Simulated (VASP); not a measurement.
Input of a VASP 6.6.1 run:

POSCAR

```
Ru
1.0
    0.0000000000      1.9150000000      1.9150000000
    1.9150000000      0.0000000000      1.9150000000
    1.9150000000      1.9150000000      0.0000000000
Ru
1
Direct
    0.0000000000      0.0000000000      0.0000000000
```

The input INCAR.step1:

```
SYSTEM = Ru
PREC = Accurate ; ENCUT = 520
EDIFF = 1E-6 ; ISMEAR = -1
SIGMA = 0.1 ; LREAL = .FALSE.
LASPH = .TRUE. ; NELM = 80
ALGO = Normal ; ISIF = 2
LWAVE = .FALSE. ; LCHARG = .TRUE.
MAGMOM = 0 0 0 ; LSORBIT = .TRUE.
GGA_COMPAT = .FALSE. ; LMAXMIX = 4
LDAU = .TRUE. ; LDAUTYPE = 2
LDAUL = 2 ; LDAUU = 3
LDAUJ = 1 ; LDAUPRINT = 1
GGA = RE ; IVDW = 1
NBANDS = 25
```

File KPOINTS.step1:

```
Automatic mesh
0
G
  9 9 9
  0 0 0
```

File INCAR.step2:

```
SYSTEM = Ru
PREC = Accurate ; ENCUT = 520
EDIFF = 1E-6 ; ISMEAR = -5
SIGMA = 0.1 ; LREAL = .FALSE.
LASPH = .TRUE. ; NELM = 80
ALGO = Normal ; ISIF = 2
LWAVE = .FALSE. ; LCHARG = .FALSE.
MAGMOM = 0 0 0 ; LORBIT = 10
LSORBIT = .TRUE. ; GGA_COMPAT = .FALSE.
LMAXMIX = 4 ; LDAU = .TRUE.
LDAUTYPE = 2 ; LDAUL = 2
LDAUU = 3 ; LDAUJ = 1
LDAUPRINT = 1 ; GGA = RE
IVDW = 1 ; NBANDS = 25
NEDOS = 2001 ; ICHARG = 11
```

Contents of KPOINTS.step2:

```
Automatic mesh
0
G
  14 14 14
  0 0 0
```

Potentials or basis: VASP PAW PBE potentials, release 64 (Ru_pv).

Run with:

```console
$ cat potpaw_PBE.64/Ru_pv/POTCAR > POTCAR
$ cp INCAR.step1 INCAR
$ cp KPOINTS.step1 KPOINTS
$ mpirun -np 1 vasp_ncl > vasp.out
$ cp INCAR.step2 INCAR
$ cp KPOINTS.step2 KPOINTS
$ mpirun -np 1 vasp_ncl > vasp.out
```

Q: What does it give for the dispersion energy per atom?

A: -1.129 eV.

Caveat: the U is typed as a test and isn't derived for this compound.
